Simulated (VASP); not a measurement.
YN in VASP 6.6.1, single-point calculation

INCAR

```
ENCUT = 520
NSW = 0
PREC = Accurate
LREAL = .FALSE.
IBRION = -1
ISMEAR = 1
LASPH = .TRUE.
NELM = 120
EDIFF = 1E-7
LWAVE = .FALSE.
SIGMA = 0.1
NBANDS = 15
ISIF = 2
LCHARG = .FALSE.
GGA = PE
```

KPOINTS

```
KPOINTS created by Atomic Simulation Environment
0
Gamma
10 10 10
0 0 0
```

POSCAR

```
Y  N
 1.0000000000000000
     0.0000000000000000    2.4480481426657112    2.4480481426657112
     2.4480481426657112    0.0000000000000000    2.4480481426657112
     2.4480481426657112    2.4480481426657112    0.0000000000000000
 Y   N
   1   1
Cartesian
  0.0000000000000000  0.0000000000000000  0.0000000000000000
  2.4480481426657112  2.4480481426657112  2.4480481426657112
```

The recommended PBE PAW datasets give the neutral cell 16 valence electrons.

Command

```
mpirun -np 1 vasp_std
```

OSZICAR

```
N       E                     dE             d eps       ncg     rms          rms(c)
DAV:   1     0.511702893703E+02    0.51170E+02   -0.83375E+03  1434   0.107E+03
DAV:   2    -0.190354633019E+02   -0.70206E+02   -0.63457E+02  1919   0.229E+02
DAV:   3    -0.218806351302E+02   -0.28452E+01   -0.28277E+01  1776   0.385E+01
DAV:   4    -0.219269585262E+02   -0.46323E-01   -0.46315E-01  1698   0.505E+00
DAV:   5    -0.219276219299E+02   -0.66340E-03   -0.66340E-03  1760   0.516E-01    0.307E+01
DAV:   6    -0.184963066259E+02    0.34313E+01   -0.88693E+00  1557   0.246E+01    0.330E+01
DAV:   7    -0.182574927895E+02    0.23881E+00   -0.55049E-01  1803   0.650E+00    0.237E+01
DAV:   8    -0.182559951321E+02    0.14977E-02   -0.25868E-01  2102   0.456E+00    0.996E+00
DAV:   9    -0.182278115609E+02    0.28184E-01   -0.42345E-02  1931   0.211E+00    0.172E+00
DAV:  10    -0.182282051220E+02   -0.39356E-03   -0.45806E-03  1550   0.603E-01    0.409E-01
DAV:  11    -0.182282290344E+02   -0.23912E-04   -0.25248E-04  1845   0.139E-01    0.277E-01
DAV:  12    -0.182282214567E+02    0.75778E-05   -0.17618E-05  1775   0.390E-02    0.740E-02
DAV:  13    -0.182282222293E+02   -0.77262E-06   -0.22177E-06  1473   0.145E-02    0.574E-03
DAV:  14    -0.182282223062E+02   -0.76905E-07   -0.19834E-07  1807   0.374E-03
   1 F= -.18228222E+02 E0= -.18228243E+02  d E =0.614152E-04
```

Standard output (part)

```
POSCAR found type information on POSCAR Y N
 POSCAR found :  2 types and       2 ions
 LDA part: xc-table for (Slater+PW92), standard interpolation
 POSCAR, INCAR and KPOINTS ok, starting setup
 WAVECAR not read
 entering main loop
```

From OUTCAR

```
k-points           NKPTS =     47   k-points in BZ     NKDIM =     47   number of bands    NBANDS=     15

   NELECT =      16.0000    total number of electrons

   dimension x,y,z NGX =    28 NGY =   28 NGZ =   28
   dimension x,y,z NGXF=    56 NGYF=   56 NGZF=   56

  energy-cutoff  :      520.00
  volume of cell :       29.34
      direct lattice vectors                 reciprocal lattice vectors
     0.000000000  2.448048143  2.448048143    -0.204244349  0.204244349  0.204244349
     2.448048143  0.000000000  2.448048143     0.204244349 -0.204244349  0.204244349
     2.448048143  2.448048143  0.000000000     0.204244349  0.204244349 -0.204244349

 k-points in reciprocal lattice and weights: KPOINTS created by Atomic Simulation Env
   0.00000000  0.00000000  0.00000000       0.001
   0.10000000  0.00000000  0.00000000       0.008
   0.20000000  0.00000000  0.00000000       0.008
   0.30000000  0.00000000  0.00000000       0.008
   0.40000000  0.00000000  0.00000000       0.008
   0.50000000  0.00000000  0.00000000       0.004
   0.10000000  0.10000000  0.00000000       0.006
   0.20000000  0.10000000  0.00000000       0.024
   ...

 E-fermi :   4.2251

 k-point     1 :       0.0000    0.0000    0.0000
  band No.  band energies     occupation
      1     -36.7234      2.00000
      2     -16.3702      2.00000
      3     -16.3702      2.00000
      4     -16.3702      2.00000
      5      -8.7751      2.00000
      6       4.1273      2.04544
      7       4.1273      2.04544
      8       4.1273      2.04544
      9       7.2612      0.00000
     10       7.2612      0.00000
     11       7.2612      0.00000
     12       8.2402      0.00000
     13       9.2294      0.00000
     14       9.2294      0.00000
     15      14.9473      0.00000

 k-point     2 :       0.1000    0.0000    0.0000
  band No.  band energies     occupation
      1     -36.7123      2.00000
      2     -16.4916      2.00000
      3     -16.3782      2.00000
      4     -16.3782      2.00000
      5      -8.6035      2.00000
      6       3.5028      2.00000
      7       3.7898      2.00000
      8       3.7898      2.00000
      9       7.3362      0.00000
     10       7.5051      0.00000
     11       7.5051      0.00000
     12       8.8205      0.00000
     13       9.7314      0.00000
     14       9.7314      0.00000
     15      15.5904      0.00000

 k-point     3 :       0.2000    0.0000    0.0000
  band No.  band energies     occupation
      1     -36.6833      2.00000
      2     -16.7902      2.00000
      3     -16.3991      2.00000
      4     -16.3991      2.00000
      5      -8.1646      2.00000
      6       2.3020      2.00000
      7       3.1061      2.00000
      8       3.1061      2.00000
      9       7.5564      0.00000
     10       8.1531      0.00000
     11       8.1531      0.00000
     12      10.0339      0.00000
     13      10.9313      0.00000
     14      10.9313      0.00000
     15      17.1104      0.00000

 ...

  Total        0.1492124      0.1492124      0.1492124     -0.0000000      0.0000000     -0.0000000
  in kB        8.1475225      8.1475225      8.1475225     -0.0000000      0.0000000     -0.0000000
  external PRESSURE =       8.1475225 kB  Pullay stress =       0.0000000 kB

 POSITION                                       TOTAL-FORCE (eV/Angst)
 -----------------------------------------------------------------------------------
      0.00000      0.00000      0.00000         0.000000     -0.000000     -0.000000
      2.44805      2.44805      2.44805         0.000000      0.000000      0.000000
 -----------------------------------------------------------------------------------
    total drift:                                0.000000      0.000000      0.000000

  FREE ENERGIE OF THE ION-ELECTRON SYSTEM (eV)
  ---------------------------------------------------
  free  energy   TOTEN  =       -18.2282223062 eV

  energy  without entropy=      -18.2282837214  energy(sigma->0) =      -18.22824278
```

It converged. Results: gap between bands v and c on the k mesh 0.20 eV; least direct gap on the k mesh 0.59 eV; pressure 0.8 GPa. Band v is the last that the valence electrons fill when counted band by band, and c is the next.

For comparison, a separate PBE run of the intended cell, on usual settings and not on those above, gives a gap of 0.20 eV on its mesh and a pressure of 0.8 GPa.

The run above took about 22 s on one core of a shared host (Intel Xeon Platinum 8488C) and held 0.19 GiB at most.
